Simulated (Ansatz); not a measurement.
## Mg3Zn2O5: rattling a relaxed structure

It was reached by relaxing an invented guess, and it needn't be the stable form of this composition.

Level of theory: DFT PBE, scalar-relativistic, plane waves, PAW in Ansatz 0.2.0. Plane waves to 420 eV, a k mesh through Γ of 10×10×10 on the computed 10-atom cell and Gaussian smearing (0.02 eV); no spin polarisation.

The cell below (10 atoms, space group Immm (No. 71)) is relaxed within its symmetry.

```cif
data_structure
_symmetry_space_group_name_H-M 'P 1'
_symmetry_Int_Tables_number 1
_cell_length_a 8.0114
_cell_length_b 8.0114
_cell_length_c 8.0114
_cell_angle_alpha 158.158
_cell_angle_beta 149.000
_cell_angle_gamma 38.244
_cell_volume 98.39
loop_
_atom_site_label
_atom_site_type_symbol
_atom_site_fract_x
_atom_site_fract_y
_atom_site_fract_z
_atom_site_occupancy
Mg1 Mg 0.40042 0.40042 0.00000 1
Mg2 Mg 0.59958 0.59958 0.00000 1
Mg3 Mg 0.00000 0.00000 0.00000 1
Zn1 Zn 0.80039 0.80039 0.00000 1
Zn2 Zn 0.19961 0.19961 0.00000 1
O1 O 0.09747 0.59747 0.50000 1
O2 O 0.30241 0.80241 0.50000 1
O3 O 0.50000 0.00000 0.50000 1
O4 O 0.69759 0.19759 0.50000 1
O5 O 0.90253 0.40253 0.50000 1
```

For the test it was strained at random (σ = 1.5 % a component), the atoms were moved at random (σ = 0.10 Å), and all was relaxed again on a coarse 4×4×4 mesh (in the run’s order of axes) with 0.10 eV smearing, with no symmetry imposed.

**Question.** What happens?

**Answer.** It returns, within 1 meV/atom of the unmoved cell on that mesh and with the same symmetry when read at 0.1 Å (C2/m at 0.01 Å, so small strains and shifts remain). So it is stable against the distortions that fit this cell and that this random move excites. Modes that don't fit the cell aren't tested.
